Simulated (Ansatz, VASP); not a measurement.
Ta: VASP beside Ansatz

Contents of POSCAR:

```
Ta
1.0
    2.6850816500      0.0000000000      0.0000000000
    0.0000000000      2.6850816500      0.0000000000
    0.0000000000      0.0000000000      2.6850816500
Ta
1
Direct
    0.0000000000      0.0000000000      0.0000000000
```

Contents of INCAR.step1:

```
PREC = Accurate ; ENCUT = 520
ISMEAR = 0 ; SIGMA = 0.1
LREAL = False ; LASPH = True
NELM = 60 ; NBANDS = 12
GGA = PE ; ALGO = Normal
EDIFF = 1E-4 ; LWAVE = True
LCHARG = False
```

The input INCAR.step2:

```
PREC = Accurate ; ENCUT = 520
EDIFF = 1E-6 ; ISMEAR = 0
SIGMA = 0.1 ; LREAL = False
LASPH = True ; NELM = 60
ALGO = Normal ; ISIF = 2
LWAVE = False ; LCHARG = True
METAGGA = R2SCAN ; LMIXTAU = True
LELF = True ; LVHAR = True
NBANDS = 12 ; ISTART = 1
```

Contents of KPOINTS:

```
Automatic mesh
0
Gamma
  6 6 6
```

Input for Ansatz:

```yaml
crystal:
  lattice:
    - [2.68508165, 0.0, 0.0]
    - [0.0, 2.68508165, 0.0]
    - [0.0, 0.0, 2.68508165]
  atoms:
    - { symbol: Ta, position: [0.0, 0.0, 0.0] }
basis:
  ecutwfc: 500
kpoints:
  mp_grid: { grid: [6, 6, 6] }
hamiltonian:
  xc: r2scan
scf:
  occupations: { method: gaussian, width: 0.1 }
  lower_state_search: "off"
output:
  forces: true
  stress: true
  eigenvalues: true
```

Alike in both runs: task single point; functional r2SCAN; k mesh 6 × 6 × 6; occupations gaussian, width 0.1 eV; no spin polarisation.

```csv
,VASP,Ansatz
version,VASP 6.6.1,Ansatz 0.2.0
potentials or method,"VASP PAW PBE potentials, release 64 (Ta_pv)","scalar-relativistic, plane waves, PAW"
plane-wave cutoff (eV),520,500
valence electrons in the cell,11,13
```

```tsv
	VASP	Ansatz	Ansatz less VASP
gap on the k mesh at the Fermi level (eV)	none	none	-
pressure (GPa)	10.4	9.8	-0.62
```

A gap of «none» marks a metal or a gap that the smearing closes. The two sets of potentials don't hold the same shells in valence.

Caveats: the k mesh is coarse (spacing up to 0.39 Å⁻¹), so the values aren't converged; the PAW data sets were made with another functional, which shifts forces and pressure a little (VASP). Spin-orbit coupling is left out, which matters for the levels of Ta.
